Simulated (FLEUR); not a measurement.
# SiNi (Pmmn) in FLEUR: notebook

One crystal, SiNi, is run at these levels: PBEsol; tasks: single point.

Everything below comes from runs of FLEUR MaX-R8.1 (later development tree). Logs are shortened: lines on timing, memory, paths and dates and some standing lists are left out, and cuts for length are marked.

**1. The crystal as given**

Symmetry: Pmmn, No. 59, orthorhombic system. The conventional cell has a = 2.943 Å, b = 3.280 Å, c = 4.677 Å, α = 90.00°, β = 90.00°, γ = 90.00°. Ni (site symmetry mm2) has 6 Si at 2.34 to 2.37 Å and 4 Ni at 2.65 Å as nearest neighbours. Si (site symmetry mm2) is surrounded by 6 Ni at 2.34 to 2.37 Å and 4 Si at 2.65 Å.

The cell is a database's computed one.

**2. Single point, PBEsol, collinear spin, ferromagnetic start**

Input file inp.xml:

```xml
<?xml version="1.0" encoding="UTF-8" standalone="no"?>
<fleurInput fleurInputVersion="0.39">
   <comment>
      SiNi                                                                                                
   </comment>
   <calculationSetup>
      <cutoffs Kmax="5.27" Gmax="16.3" GmaxXC="16.3" numbands="0"/>
      <scfLoop itmax="60" minDistance="0.00001" maxIterBroyd="15" imix="Anderson" alpha="0.05" precondParam="0.0" spinf="2.0" sdNocoIR="T"/>
      <coreElectrons ctail="T" frcor="F" kcrel="0" coretail_lmax="0"/>
      <xcFunctional name="PBEs" relativisticCorrections="F"/>
      <magnetism jspins="2"/>
      <soc l_soc="F" theta="0.0" phi="0.0" spav="F"/>
      <expertModes spex="0" secvar="F"/>
      <geometryOptimization l_f="T" forcealpha="1.0" forcemix="BFGS" epsdisp="0.0005" epsforce="0.0002"/>
      <ldaU l_linMix="F" mixParam="0.05" spinf="1.0"/>
   </calculationSetup>
   <cell>
      <bzIntegration valenceElectrons="60.0" mode="hist" fermiSmearingEnergy="0.00183747">
         <kPointListSelection listName="default-1"/>
         <!-- k-points included here -->
         <xi:include xmlns:xi="http://www.w3.org/2001/XInclude" href="kpts.xml"> </xi:include>
      </bzIntegration>
      <!-- symmetry operations included here -->
      <xi:include xmlns:xi="http://www.w3.org/2001/XInclude" href="sym.xml"> </xi:include>
      <bulkLattice scale="1.0">
         <bravaisMatrix>
            <row-1>    5.5610305949083836     0.0000000000000000     0.0000000000000000</row-1>
            <row-2>    0.0000000000000000     6.1989168701306019     0.0000000000000000</row-2>
            <row-3>    0.0000000000000000     0.0000000000000000     8.8390933387976247</row-3>
         </bravaisMatrix>
      </bulkLattice>
   </cell>
   <atomSpecies>
      <species name="Nickel (Ni1.000" element="Ni" atomicNumber="28">
         <mtSphere radius="2.11" gridPoints="717" logIncrement="0.017"/>
         <atomicCutoffs lmax="9" lnonsphr="9"/>
         <electronConfig flipSpins="F">
            <coreConfig>(1s1/2) (2s1/2) (2p1/2) (2p3/2)</coreConfig>
            <valenceConfig>(3s1/2) (3p1/2) (3p3/2) (4s1/2) (3d3/2) (3d5/2)</valenceConfig>
            <stateOccupation state="(3d3/2)" spinUp="1.6" spinDown="1.6"/>
            <stateOccupation state="(3d5/2)" spinUp="2.9" spinDown="1.9"/>
         </electronConfig>
         <energyParameters s="4" p="4" d="3" f="4"/>
         <lo type="SCLO" l="0" n="3" eDeriv="0"/>
         <lo type="SCLO" l="1" n="3" eDeriv="0"/>
         <lo type="SCLO" l="1" n="3" eDeriv="1"/>
         <lo type="SCLO" l="2" n="3" eDeriv="2"/>
         <lo type="SCLO" l="3" n="4" eDeriv="2"/>
      </species>
      <species name="Silicon (Si)" element="Si" atomicNumber="14">
         <mtSphere radius="1.86" gridPoints="635" logIncrement="0.018"/>
         <atomicCutoffs lmax="8" lnonsphr="8"/>
         <electronConfig flipSpins="F">
            <coreConfig>(1s1/2)</coreConfig>
            <valenceConfig>(2s1/2) (2p1/2) (2p3/2) (3s1/2) (3p1/2) (3p3/2)</valenceConfig>
            <stateOccupation state="(3p1/2)" spinUp="0.333333" spinDown="0.333333"/>
            <stateOccupation state="(3p3/2)" spinUp="0.666667" spinDown="0.666667"/>
         </electronConfig>
         <energyParameters s="3" p="3" d="3" f="4"/>
         <lo type="SCLO" l="0" n="2" eDeriv="0"/>
         <lo type="SCLO" l="1" n="2" eDeriv="0"/>
         <lo type="SCLO" l="2" n="3" eDeriv="2"/>
         <lo type="SCLO" l="3" n="4" eDeriv="2"/>
      </species>
   </atomSpecies>
   <atomGroups>
      <atomGroup species="Nickel (Ni1.000">
         <relPos label="                   1">1.000/4.000 1.000/4.000 .3424955900</relPos>
         <relPos label="                   2">-1.000/4.000 -1.000/4.000 -.3424955900</relPos>
         <force calculate="T" relaxXYZ="TTT"/>
      </atomGroup>
      <atomGroup species="Silicon (Si)">
         <relPos label="                   3">1.000/4.000 1.000/4.000 -.1568568400</relPos>
         <relPos label="                   4">-1.000/4.000 -1.000/4.000 .1568568400</relPos>
         <force calculate="T" relaxXYZ="TTT"/>
      </atomGroup>
   </atomGroups>
   <output dos="F" band="F" slice="F">
      <checks vchk="F" cdinf="F"/>
      <bandDOS minEnergy="-.5*Htr" maxEnergy="0.5*Htr" sigma="0.015" storeEVData="T"/>
      <vacuumDOS vacdos="F" integ="F" star="F" nstars="0" locx1="0.0" locy1="0.0" locx2="0.0" locy2="0.0" nstm="0" tworkf="0.0"/>
      <unfoldingBand unfoldBand="F" supercellX="1" supercellY="1" supercellZ="1"/>
      <plotting iplot="0" polar="F">
         <plot TwoD="T" vec1="  1.0  0.0  0.0" vec2="  0.0  1.0  0.0" vec3="  0.0  0.0  1.0" zero="  0.0  0.0  0.0" file="plot"/>
      </plotting>
      <chargeDensitySlicing numkpt="0" minEigenval="0.0" maxEigenval="0.0" nnne="0" pallst="F"/>
      <specialOutput eonly="F"/>
      <moessbauerParams electricFieldGradient="T" isomerShift="T" coreHyperfine="T" valenceHyperfine="T"/>
      <magneticCircularDichroism mcd="F" energyLo="-10.0" energyUp="0.0"/>
   </output>
  <!-- We include the file relax.xml here to enable relaxations (see documentation) -->
  <xi:include xmlns:xi="http://www.w3.org/2001/XInclude" href="relax.xml"> <xi:fallback/> </xi:include>
</fleurInput>
```

Input file crystal.txt:

```
SiNi
&input cartesian=F /
2.9427706600  0.0000000000  0.0000000000
0.0000000000  3.2803255400  0.0000000000
0.0000000000  0.0000000000  4.6774467600
1.8897261246
1.0 1.0 1.0

4
28 0.5000000000  0.5000000000  0.3424955900 : 1.000
28 0.0000000000  0.0000000000  0.6575044100 : 1.000
14 0.5000000000  0.5000000000  0.8431431600
14 0.0000000000  0.0000000000  0.1568568400

&kpt div1=9 div2=8 div3=6 gamma=T /
```

Potentials or basis: all-electron, FLAPW.

Started as:

```
inpgen -f crystal.txt -profile fastHighL
# inp.xml edited to the form shown
mpirun -n 4 fleur_MPI -pe_per_kpt 1
```

Standard output:

```text
Welcome to FLEUR        (www.flapw.de)
      MaX-Release 8.1          (www.max-centre.eu)

 Using exactly            1  PE per kpt
 Using exactly            1  PE per kpt
 ========== k-point set info ==========
 Selected k-point list: default-1
 k-point list type: mesh
 9 x 8 x 6
 Number of k points: 100

 ------------Calculation Setup---------------------------
 Number of MPI-tasks      :            4
 Number of PE/node        :            4
 Number of OMP-threads    :            1
 Using exactly            1  PE per kpt
 k-points in parallel     :            4
 pe's per k-point         :            1
 No of k-point loops      :           25
 Eigenvalue solver        :       lapack
 Number of basis functions:          908
 Approximate size of matrices (H+S) per k-point:         0.012 GB
 --------------------------------------------------------
 Using exactly            1  PE per kpt
 Iteration:     1   Distance:      22.77413837 me/bohr^3
 Iteration:     2   Distance:      21.50756386 me/bohr^3
 Iteration:     3   Distance:      18.15462207 me/bohr^3
 Iteration:     4   Distance:       9.36605885 me/bohr^3
 Iteration:     5   Distance:       7.88430706 me/bohr^3
 Iteration:     6   Distance:       8.02199444 me/bohr^3
 Iteration:     7   Distance:       2.53088119 me/bohr^3
 Iteration:     8   Distance:       1.24002543 me/bohr^3
 Iteration:     9   Distance:       0.53253128 me/bohr^3
 Iteration:    10   Distance:       0.27516375 me/bohr^3
 Iteration:    11   Distance:       0.17592554 me/bohr^3
 Iteration:    12   Distance:       0.05683630 me/bohr^3
 Iteration:    13   Distance:       0.06824799 me/bohr^3
 Iteration:    14   Distance:       0.00913886 me/bohr^3
 Iteration:    15   Distance:       0.01307703 me/bohr^3
 Iteration:    16   Distance:       0.01262750 me/bohr^3
 Iteration:    17   Distance:       0.01022832 me/bohr^3
 Iteration:    18   Distance:       0.00147922 me/bohr^3
 Iteration:    19   Distance:       0.00055385 me/bohr^3
 Iteration:    20   Distance:       0.00017388 me/bohr^3
 Iteration:    21   Distance:       0.00014478 me/bohr^3
 Iteration:    22   Distance:       0.00003688 me/bohr^3
 Iteration:    23   Distance:       0.00000834 me/bohr^3

 Reset of history

 ********************************************************************
 Run finished successfully
 Stop message:
   Structural relaxation: new displacements generated
 ********************************************************************
```

It took 4.5 min on 4 MPI ranks of AMD EPYC 9R45 (Zen 5), shared host.

Results:

```
Free energy                                           : -98456.6938 eV
Largest force                                         : 0.093 eV/Å
Band gap on the k mesh                                : none (metal or under the smearing width)
Net moment                                            : 0.00 μB per cell
Valence electrons inside the program's atomic spheres : Ni 16.80; Si 9.43 (radii Ni 2.11, Si 1.86 bohr)
```

Forces on the atoms (eV/Å):
```
Ni   0.000  0.000  0.058
Ni   0.000  0.000 -0.058
Si   0.000  0.000 -0.093
Si   0.000  0.000  0.093
```

Levels at points of the mesh, in eV from the Fermi level:
Spin up:
| k point | band 26 | band 27 | band 28 | band 29 | band 30 | band 31 | band 32 | band 33 | band 34 | band 35 |
| --- | --- | --- | --- | --- | --- | --- | --- | --- | --- | --- |
| (0.00, 0.00, 0.00) | -2.73 | -2.35 | -2.06 | -2.03 | -1.39 | 1.22 | 2.73 | 5.17 | 5.55 | 7.27 |
| (0.00, 0.00, 0.50) | -2.81 | -2.73 | -2.11 | 1.11 | 1.56 | 1.95 | 2.40 | 2.92 | 3.63 | 4.48 |
| (0.00, 0.50, 0.00) | -2.81 | -2.28 | -2.28 | -2.21 | -2.21 | 1.15 | 1.15 | 4.99 | 4.99 | 7.87 |
| (0.00, 0.50, 0.50) | -2.59 | -2.07 | -2.07 | -2.06 | -2.06 | 5.22 | 5.22 | 5.41 | 5.41 | 7.14 |
Spin down:
| k point | band 27 | band 28 | band 29 | band 30 | band 31 | band 32 | band 33 | band 34 |
| --- | --- | --- | --- | --- | --- | --- | --- | --- |
| (0.00, 0.00, 0.00) | -2.35 | -2.06 | -2.03 | -1.39 | 1.22 | 2.73 | 5.17 | 5.55 |
| (0.00, 0.00, 0.50) | -2.73 | -2.11 | 1.11 | 1.56 | 1.95 | 2.40 | 2.92 | 3.63 |
| (0.00, 0.50, 0.00) | -2.28 | -2.28 | -2.21 | -2.21 | 1.15 | 1.15 | 4.99 | 4.99 |
| (0.00, 0.50, 0.50) | -2.07 | -2.07 | -2.06 | -2.06 | 5.22 | 5.22 | 5.41 | 5.41 |

Core levels (eV from the Fermi level):
```tsv
atom	levels
1 Ni	1s1/2 -8195.5, 2s1/2 -973.5, 2p1/2 -848.6, 2p3/2 -831.1
2 Ni	1s1/2 -8195.5, 2s1/2 -973.5, 2p1/2 -848.6, 2p3/2 -831.1
3 Si	1s1/2 -1777.5
4 Si	1s1/2 -1777.5
```

**3. Single point, PBEsol, collinear spin, ferromagnetic start (atoms moved at random, drawn with an rms of 0.05 Å)**

Changes to inp.xml since step 2:

```diff
@@ -34,3 +34,3 @@
       <species name="Nickel (Ni1.000" element="Ni" atomicNumber="28">
-         <mtSphere radius="2.11" gridPoints="717" logIncrement="0.017"/>
+         <mtSphere radius="2.11" gridPoints="711" logIncrement="0.017"/>
          <atomicCutoffs lmax="9" lnonsphr="9"/>
@@ -50,3 +50,3 @@
       <species name="Silicon (Si)" element="Si" atomicNumber="14">
-         <mtSphere radius="1.86" gridPoints="635" logIncrement="0.018"/>
+         <mtSphere radius="1.86" gridPoints="629" logIncrement="0.018"/>
          <atomicCutoffs lmax="8" lnonsphr="8"/>
@@ -67,4 +67,7 @@
       <atomGroup species="Nickel (Ni1.000">
-         <relPos label="                   1">1.000/4.000 1.000/4.000 .3424955900</relPos>
-         <relPos label="                   2">-1.000/4.000 -1.000/4.000 -.3424955900</relPos>
+         <relPos label="                   1">.4923060000 .4990710000 .3386270000</relPos>
+         <force calculate="T" relaxXYZ="TTT"/>
+      </atomGroup>
+      <atomGroup species="Nickel (Ni1.000">
+         <relPos label="                   2">-.0030320000 -.0088980000 -.3458940000</relPos>
          <force calculate="T" relaxXYZ="TTT"/>
@@ -72,4 +75,7 @@
       <atomGroup species="Silicon (Si)">
-         <relPos label="                   3">1.000/4.000 1.000/4.000 -.1568568400</relPos>
-         <relPos label="                   4">-1.000/4.000 -1.000/4.000 .1568568400</relPos>
+         <relPos label="                   3">-.4988440000 -.4907430000 -.1551480000</relPos>
+         <force calculate="T" relaxXYZ="TTT"/>
+      </atomGroup>
+      <atomGroup species="Silicon (Si)">
+         <relPos label="                   4">-.0077360000 .0014570000 .1542780000</relPos>
          <force calculate="T" relaxXYZ="TTT"/>
```

Input file crystal.txt:

```
SiNi
&input cartesian=F /
2.9427706600  0.0000000000  0.0000000000
0.0000000000  3.2803255400  0.0000000000
0.0000000000  0.0000000000  4.6774467600
1.8897261246
1.0 1.0 1.0

4
28 0.4923060000  0.4990710000  0.3386270000 : 1.000
28 -0.0030320000  -0.0088980000  0.6541060000 : 1.000
14 0.5011560000  0.5092570000  0.8448520000
14 -0.0077360000  0.0014570000  0.1542780000

&kpt div1=9 div2=8 div3=6 gamma=T /
```

Potentials or basis: all-electron, FLAPW.

Started as:

```
inpgen -f crystal.txt -profile fastHighL
# inp.xml edited to the form shown
mpirun -n 4 fleur_MPI -pe_per_kpt 1
```

It took 35 min on 4 MPI ranks of AMD EPYC 9R45 (Zen 5), shared host.

The run converged. Its results:

```
Free energy                                           : -98456.6757 eV
Largest force                                         : 0.549 eV/Å
Band gap on the k mesh                                : none (metal or under the smearing width)
Net moment                                            : 0.00 μB per cell
Valence electrons inside the program's atomic spheres : Ni 16.81, 16.80; Si 9.43 (radii Ni 2.11, Si 1.86 bohr)
```

Forces on the atoms (eV/Å):
```
Ni   0.052 -0.019  0.258
Ni   0.001  0.362  0.023
Si  -0.103 -0.356 -0.406
Si   0.050  0.013  0.125
```

Levels at points of the mesh, in eV from the Fermi level:
Spin up:
| k point | band 28 | band 29 | band 30 | band 31 | band 32 | band 33 |
| --- | --- | --- | --- | --- | --- | --- |
| (0.00, 0.00, 0.00) | -2.03 | -2.01 | -1.37 | 1.22 | 2.71 | 5.21 |
| (0.00, 0.00, 0.50) | -2.09 | 1.07 | 1.62 | 1.97 | 2.39 | 2.88 |
| (0.00, 0.50, 0.00) | -2.24 | -2.22 | -2.16 | 1.15 | 1.21 | 4.88 |
| (0.00, 0.50, 0.50) | -2.07 | -2.03 | -2.02 | 5.22 | 5.27 | 5.32 |
Spin down:
```csv
k point,band 27,band 28,band 29,band 30,band 31,band 32,band 33,band 34
"(0.00, 0.00, 0.00)",-2.35,-2.03,-2.01,-1.37,1.22,2.71,5.21,5.52
"(0.00, 0.00, 0.50)",-2.71,-2.09,1.07,1.62,1.97,2.39,2.88,3.64
"(0.00, 0.50, 0.00)",-2.32,-2.24,-2.22,-2.16,1.15,1.21,4.88,5.05
"(0.00, 0.50, 0.50)",-2.08,-2.07,-2.03,-2.02,5.22,5.27,5.32,5.44
```

Core levels (eV from the Fermi level):
| atom | levels |
| --- | --- |
| 1 Ni | 1s1/2 -8195.5, 2s1/2 -973.5, 2p1/2 -848.6, 2p3/2 -831.1 |
| 2 Ni | 1s1/2 -8195.5, 2s1/2 -973.5, 2p1/2 -848.6, 2p3/2 -831.1 |
| 3 Si | 1s1/2 -1777.5 |
| 4 Si | 1s1/2 -1777.4 |
